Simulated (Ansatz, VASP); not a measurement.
In: VASP beside Ansatz

Contents of INCAR:

```
SYSTEM = In
PREC     = Accurate       ! precision mode
ENCUT    = 520            ! plane-wave cutoff, eV
EDIFF    = 1E-6           ! SCF threshold, eV
ISMEAR   = 0              ! smearing method
SIGMA    = 0.1            ! smearing width, eV
LREAL    = .False.        ! projectors in reciprocal space
LASPH    = .True.         ! aspherical terms in the spheres
NELM     = 100            ! most SCF steps
ALGO     = Normal         ! electronic algorithm
ISIF     = 2              ! what is computed and relaxed
LWAVE    = .False.        ! write WAVECAR
LCHARG   = .True.         ! write CHGCAR
GGA      = PE             ! functional
LELF     = .True.         ! ELF
LVHAR    = .True.       
NBANDS   = 12             ! bands
```

KPOINTS

```
Automatic mesh
0
Gamma
  14 14 14
  0 0 0
```

POSCAR

```
In
1.0
   -1.8825252400      1.8825252400      1.8825252400
    1.8825252400     -1.8825252400      1.8825252400
    1.8825252400      1.8825252400     -1.8825252400
In
1
Direct
    0.0239040620      0.0239040620      0.0000000000
```

Input for Ansatz:

```yaml
crystal:
  lattice:
    - [-1.88252524, 1.88252524, 1.88252524]
    - [1.88252524, -1.88252524, 1.88252524]
    - [1.88252524, 1.88252524, -1.88252524]
  atoms:
    - { symbol: In, position: [0.023904062, 0.023904062, 0.0] }
basis:
  ecutwfc: 420
kpoints:
  mp_grid: { grid: [14, 14, 14] }
hamiltonian:
  xc: pbe
scf:
  occupations: { method: gaussian, width: 0.1 }
output:
  forces: true
  stress: true
  eigenvalues: true
```

Change from the starting cell: one atom moved.

Alike in both runs: task single point; functional PBE; k mesh 14 × 14 × 14; occupations gaussian, width 0.1 eV; no spin polarisation.

|  | VASP | Ansatz |
| --- | --- | --- |
| version | VASP 6.6.1 | Ansatz 0.2.0 |
| potentials or method | VASP PAW PBE potentials, release 64 (In_d) | scalar-relativistic, plane waves, PAW |
| plane-wave cutoff (eV) | 520 | 420 |
| valence electrons in the cell | 13 | 13 |

```csv
,VASP,Ansatz,Ansatz less VASP
gap on the k mesh at the Fermi level (eV),none,none,-
pressure (GPa),1.4,1.4,+0.03
```

A gap of «none» marks a metal or a gap that the smearing closes. The functional is the same, so the differences come from potentials, cutoffs and numerics.
